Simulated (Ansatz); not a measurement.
# Structure relaxation of I

These are results of DFT PBE, scalar-relativistic, plane waves, PAW in Ansatz, not measurements. Cutoff 420 eV, Γ-centred k mesh, Gaussian smearing, no spin polarisation in the final step.

I was placed on the sites of a reported C cell (R-3m, No. 166), at a guessed volume.

```yaml
crystal:
  lattice:
    - [1.87874, 1.08469, 17.03090]
    - [-1.87874, 1.08469, 17.03090]
    - [0.00000, -2.16939, 17.03090]
  atoms:
    - { symbol: I, position: [0.05000, 0.05000, 0.05000] }
    - { symbol: I, position: [0.95000, 0.95000, 0.95000] }
    - { symbol: I, position: [0.28300, 0.28300, 0.28300] }
    - { symbol: I, position: [0.71700, 0.71700, 0.71700] }
```

Cell and atoms relax at zero pressure; the relaxation can't lower the symmetry of the start. After a coarse first stage the cell is made exact in the group found at 0.06 Å.

Energies count from the standard state of I at the same level.

**Question.** Describe the relaxed structure.

**Answer.** It keeps R-3m (No. 166), but not the shape of the type it started on. Conventional cell: a = 3.807 Å, c = 39.299 Å. I on Wyckoff site c (2 atoms of the primitive cell) is coordinated by 1 I at 2.75 Å; I on Wyckoff site c (2 atoms of the primitive cell) is coordinated by 9 I at 3.68–3.81 Å.

```
I
1.0
     1.90328    1.09886   13.09962
    -1.90328    1.09886   13.09962
     0.00000   -2.19772   13.09962
I
4
Direct
  0.03502 0.03502 0.03502
  0.96498 0.96498 0.96498
  0.22305 0.22305 0.22305
  0.77695 0.77695 0.77695
```

**Question.** What are its volume, energy, density and gap?

**Answer.** The volume per atom is 41.1 Å³, the density is 5.1 g/cm³ and the energy over the standard structure is 0.31 eV/atom. The gap on the 15×15×15 mesh is 0 eV (a metal).

The final run used a 15×15×15 mesh on its 4-atom cell and 0.10 eV smearing. The k mesh leaves about 4 meV/atom of noise in metals. No dispersion correction is applied, so the spacing between layers, chains or molecules is poorly fixed, and with it the volume and density. Spin–orbit coupling is left out. Symmetry constrained the relaxation, so the result can be a saddle point.

This form isn't the element's structure at ambient conditions.